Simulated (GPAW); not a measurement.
Here is a GPAW 26.7.0 calculation.

run.py

```python
from ase.eos import EquationOfState
from ase.io import Trajectory
from ase.spacegroup import crystal
from ase.units import GPa
from gpaw import GPAW, PW

# Ga 4a
# N 4d
atoms = crystal(['Ga', 'N'],
                basis=[[0.0, 0.0, 0.0],
                       [0.25, 0.25, 0.75]],
                spacegroup=216, setting=1,  # F-43m
                cellpar=[4.50700122, 4.50700122, 4.50700122, 90.0, 90.0, 90.0],
                primitive_cell=True)

traj = Trajectory('eos.traj', 'w')
volumes, energies = [], []
for x in [0.94, 0.96, 0.98, 1.0, 1.02, 1.04, 1.06]:
    a = atoms.copy()
    a.set_cell(atoms.cell * x**(1 / 3), scale_atoms=True)
    calc = GPAW(mode=PW(800),
                xc='MGGA_X_SCAN+MGGA_C_SCAN',
                kpts={'size': (10, 10, 10), 'gamma': True},
                occupations={'name': 'fermi-dirac', 'width': 0.05},
                nbands=11,
                convergence={'density': 1e-05, 'energy': 1e-05},
                maxiter=150,
                txt=f'eos-{x:.2f}.txt')
    a.calc = calc
    energies.append(a.get_potential_energy(force_consistent=True))
    volumes.append(a.get_volume())
    p = -a.get_stress()[:3].mean() / GPa
    calc.write(f'eos-{x:.2f}.gpw')
    traj.write(a)
    print(f'{x:.2f} {volumes[-1]:10.4f} A^3 {energies[-1]:14.6f} eV {p:9.3f} GPa', flush=True)

v0, e0, B = EquationOfState(volumes, energies, eos='birchmurnaghan').fit()
print(f'V0 = {v0:.4f} A^3, E0 = {e0:.6f} eV, B0 = {B / GPa:.2f} GPa')
```

Potentials or basis: GPAW PAW data sets (gpaw-data 1.2.1), pw.

Launch:

```sh
$ OMP_NUM_THREADS=1 python run.py
```

Problem. Predict the bulk modulus.

Solution. 217 GPa (rough).

Problem. Predict the equilibrium volume.

Solution. 11.71 Å³/atom (rough: see the caveat).

Energy against volume, from the lowest point:
| volume (Å³/atom) | energy (meV/atom) |
| --- | --- |
| 10.757 | 61.20 |
| 10.986 | 34.03 |
| 11.215 | 15.43 |
| 11.444 | 4.37 |
| 11.673 | 0.00 |
| 11.902 | 2.47 |
| 12.131 | 9.73 |

Caveat: the data sets keep Ga 3d, Li 1s and Be 1s frozen, and some such compounds lay over 1.5 % in volume off other programs; the points scatter about the fit; the PAW data sets were made with another functional, which shifts forces and pressure a little.
